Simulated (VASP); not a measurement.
A run of VASP 6.6.1 is set up as follows.

The input INCAR:

```
PREC = Accurate ; ENCUT = 520
EDIFF = 1E-7 ; ISMEAR = 0
SIGMA = 0.02 ; LREAL = F
LASPH = T ; NELM = 60
ALGO = Normal ; ISIF = 2
LWAVE = F ; LCHARG = F
GGA = PE
```

File KPOINTS:

```
regular mesh
0
Gamma
  4 4 4
```

File POSCAR:

```
GaAs                                    
1.0
   -0.0000000000      2.7888349525      2.7888349525
    2.7888349525     -0.0000000000      2.7888349525
    2.7888349525      2.7888349525     -0.0000000000
  Ga              As            
     1     1
Direct
     0.0000000000000000    0.0000000000000000    0.0000000000000000
     0.2500000000000000    0.2500000000000000    0.2500000000000000
```

Potentials or basis: VASP PAW PBE potentials, release 64 (Ga_d, As).

Launch:

```bash
$ cat potpaw_PBE.64/Ga_d/POTCAR potpaw_PBE.64/As/POTCAR > POTCAR
$ mpirun -np 1 vasp_std > vasp.out
```

(1) Estimate the pressure.

(2) What does it give for the band gap on the k mesh?

Answers

(1) 7.2 GPa.

(2) 0.82 eV, direct.

Caveat: the k mesh is coarse (spacing up to 0.49 Å⁻¹), so the values aren't converged.
